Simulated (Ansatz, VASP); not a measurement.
**One calculation of PbS, two programs**

File POSCAR:

```
PbS
1.0
    3.6351320337      0.0000000000      0.0000000000
    0.0000000000      3.6351320337      0.0000000000
    0.0000000000      0.0000000000      3.6351320337
Pb S
1 1
Direct
    0.0000000000      0.0000000000      0.0000000000
    0.5000000000      0.5000000000      0.5000000000
```

The input INCAR.step1:

```
SYSTEM = PbS
PREC = Accurate ; ENCUT = 520
EDIFF = 1E-5 ; ISMEAR = -1
SIGMA = 0.02 ; LREAL = .False.
LASPH = .True. ; NELM = 100
ALGO = Normal ; ISIF = 2
LWAVE = .True. ; GGA = PE
NBANDS = 17
```

The input INCAR.step2:

```
SYSTEM = PbS
PREC = Accurate ; ENCUT = 520
EDIFF = 1E-6 ; ISMEAR = -1
SIGMA = 0.02 ; LREAL = .False.
LASPH = .True. ; NELM = 100
ALGO = Normal ; ISIF = 2
LWAVE = .False. ; LCHARG = .True.
GGA = PE ; LHFCALC = .True.
HFSCREEN = 0.2079 ; PRECFOCK = Normal
LELF = .True. ; LVHAR = .True.
ISTART = 1 ; NBANDS = 17
```

Contents of KPOINTS:

```
Automatic mesh
0
Gamma
  4 4 4
  0 0 0
```

Input for Ansatz:

```yaml
crystal:
  lattice:
    - [3.6351320337, 0.0, 0.0]
    - [0.0, 3.6351320337, 0.0]
    - [0.0, 0.0, 3.6351320337]
  atoms:
    - { symbol: Pb, position: [0.0, 0.0, 0.0] }
    - { symbol: S, position: [0.5, 0.5, 0.5] }
kpoints:
  mp_grid: { grid: [4, 4, 4] }
hamiltonian:
  xc: hse06
scf:
  occupations: { method: fermi_dirac, width: 0.02 }
  n_extra_bands: 4
output:
  forces: true
  stress: true
  eigenvalues: true
```

Alike in both runs: task single point; functional HSE06; k mesh 4 × 4 × 4; occupations fermi-dirac, width 0.02 eV; no spin polarisation.

```csv
,VASP,Ansatz
version,VASP 6.6.1,Ansatz 0.2.0
potentials or method,"VASP PAW PBE potentials, release 64 (Pb_d, S)",plane waves
plane-wave cutoff (eV),520,420
valence electrons in the cell,20,20
```

VASP gave:

```
pressure (GPa) : -1.8
```

Question: Which values does Ansatz return?

Answer: Pressure (GPa): -1.6.

Ansatz warned: «filled_band_counts_differ_across_k_points».

Caveats: the k mesh is coarse (spacing up to 0.43 Å⁻¹), so the values aren't converged, least of all with exact exchange; the PAW data sets were made with another functional, which shifts forces and pressure a little (VASP). Spin-orbit coupling is left out, which matters for the levels of Pb.
